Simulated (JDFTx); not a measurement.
Runs of JDFTx 1.7.0 (patched build) on Pb. It takes space group Fm-3m (No. 225, cubic). Conventional cell: a = 4.950 Å, b = 4.950 Å, c = 4.950 Å, α = 90.00°, β = 90.00°, γ = 90.00°. Pb (site symmetry m-3m) has 12 Pb at 3.50 Å as nearest neighbours. 

```csv
task,level,potentials or basis,cell,k mesh,cutoff (eV),local potential set to -Z/r beyond,SCF threshold on the energy,further solve for the empty bands,pseudo rcut,mesh quality,gap on the mesh (eV),pressure (GPa),V0 of scaled cells (Å³/atom),relaxed volume (Å³/atom),B0 (GPa)
relaxation of cell and atoms,PBEsol,SG15-PBE-1.2 with smoothed tails,relaxed,4 × 4 × 4,1088,6 bohr,1e-09 Ha,no,6,coarse,none,0.0,-,29.71,-
single point,PBEsol,PseudoDojo-SR-PBEsol-0.4.1-standard with smoothed tails,as given,9 × 9 × 9,762,6 bohr,1e-09 Ha,yes,6,not flagged,none,-0.6,-,-,-
relaxation of cell and atoms,PBEsol,PseudoDojo-SR-PBEsol-0.4.1-standard,relaxed,9 × 9 × 9,762,-,1e-10 Ha,no,-,not flagged,none,0.0,-,29.94,-
relaxation of cell and atoms,SCAN,SG15-PBE-1.2 with smoothed tails,relaxed,4 × 4 × 4,1088,6 bohr,1e-09 Ha,no,6,coarse,none,0.0,-,29.81,-
relaxation of cell and atoms,AM05,SG15-PBE-1.2 with smoothed tails,relaxed,4 × 4 × 4,1088,6 bohr,1e-09 Ha,no,6,coarse,none,0.0,-,29.89,-
relaxation of cell and atoms,TPSS,SG15-PBE-1.2 with smoothed tails,relaxed,4 × 4 × 4,1088,6 bohr,1e-09 Ha,no,6,coarse,none,0.0,-,30.25,-
relaxation of cell and atoms,PBE,SG15-PBE-1.2 with smoothed tails,relaxed,4 × 4 × 4,1088,6 bohr,1e-09 Ha,no,6,coarse,none,0.0,-,(d),-
relaxation of cell and atoms,r2SCAN,SG15-PBE-1.2 with smoothed tails,relaxed,4 × 4 × 4,1088,6 bohr,1e-09 Ha,no,6,coarse,none,0.0,-,29.82,-
relaxation of cell and atoms,LDA,SG15-PBE-1.2 with smoothed tails,relaxed,4 × 4 × 4,1088,6 bohr,1e-09 Ha,no,6,coarse,none,0.0,-,28.69,-
equation of state,LDA,PseudoDojo-SR-LDA-0.4.1-standard,as given,9 × 9 × 9,762,-,1e-09 Ha,-,-,not flagged,-,-,(b),-,(a)
relaxation of cell and atoms,BLYP,SG15-PBE-1.2 with smoothed tails,relaxed,4 × 4 × 4,1088,6 bohr,1e-09 Ha,no,6,coarse,none,0.0,-,(c),-
equation of state,PBEsol,PseudoDojo-SR-PBEsol-0.4.1-standard with smoothed tails,as given,9 × 9 × 9,762,6 bohr,1e-09 Ha,-,6,not flagged,-,-,29.95,-,49
```

Alike in all rows: no spin polarisation; smearing fermi-dirac 0.05 eV.

Problem. Fill in the values left out.

Solution. (a) 55; (b) 28.98; (c) 34.54; (d) 31.60.

Caveats: some runs use coarse meshes; the potentials were made for another functional, which shifts forces and pressure (some runs); the empty levels aren't tightly converged (some runs); the plane waves are those of the starting cell, so after so large a change of volume the result is rough (some runs).

A k mesh can miss the band edges, and the runs leave out spin-orbit coupling on Pb.

A gap of «none» marks a metal or a gap under the smearing width.

Not every run made on this cell is shown here.
